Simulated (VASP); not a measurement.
# CaSe: restarted molecular dynamics, 2 variants

CaSe, F-43m (no. 216), 8 atoms in the cell. PBE, molecular dynamics; PAW potentials Se, Ca_pv (PBE set).

| Restart from | Temperature at the end (K) | The same without a restart (K) | Potential energy at the end (eV/atom) | The same without a restart (eV/atom) | Electronic steps in the first step after the restart | Time (s) |
|---|---|---|---|---|---|---|
| CONTCAR with velocities, WAVECAR read | 365.0 | 365.0 | -4.41543 | -4.41543 | 4 | 205 |
| CONTCAR with velocities, no WAVECAR | 365.0 | 365.0 | -4.41543 | -4.41543 | 16 | 212 |

Limits: 120 fs of 8 atoms are too short for converged averages.

## Input of the first row

INCAR.step1:
```
GGA = PE
PREC = Normal
ENCUT = 210
EDIFF = 1E-6
NELMIN = 4
NELM = 60
ALGO = Normal
LREAL = Auto
LASPH = True
ISMEAR = 0
SIGMA = 0.05
ISYM = 0
LWAVE = True
LCHARG = False
IBRION = 0
NSW = 30
POTIM = 2.0
TEBEG = 600
ISIF = 2
RANDOM_SEED = 911476 0 0
MDALGO = 4
NHC_NCHAINS = 3
NHC_PERIOD = 30
KPAR = 2
```

INCAR.step2, as INCAR.step1 but for:
```
- LWAVE = True
+ LWAVE = False
```

KPOINTS:
```
k-points
0
Monkhorst-Pack
  2 2 2
```

POSCAR.step1:
```
CaSe
1.0
    6.6000000000      0.0000000000      0.0000000000
    0.0000000000      6.6000000000      0.0000000000
    0.0000000000      0.0000000000      6.6000000000
Se Ca
4 4
Direct
    0.2500000000      0.2500000000      0.7500000000
    0.2500000000      0.7500000000      0.2500000000
    0.7500000000      0.2500000000      0.2500000000
    0.7500000000      0.7500000000      0.7500000000
    0.0000000000      0.0000000000      0.0000000000
    0.0000000000      0.5000000000      0.5000000000
    0.5000000000      0.0000000000      0.5000000000
    0.5000000000      0.5000000000      0.0000000000
```

Commands (each step's output is kept before the next begins):
```
cat potpaw_PBE.64/Se/POTCAR potpaw_PBE.64/Ca_pv/POTCAR > POTCAR
cp INCAR.step1 INCAR
cp POSCAR.step1 POSCAR
mpirun -np 2 vasp_std > vasp.out
cp CONTCAR POSCAR
cp INCAR.step2 INCAR
mpirun -np 2 vasp_std > vasp.out
```

Changes of the last row against the first:
```
(step 1)
- LWAVE = True
+ LWAVE = False
```

VASP 6.6.1 took 205 s on 2 cores (AMD EPYC 7R43 (Zen 3)), a shared host.
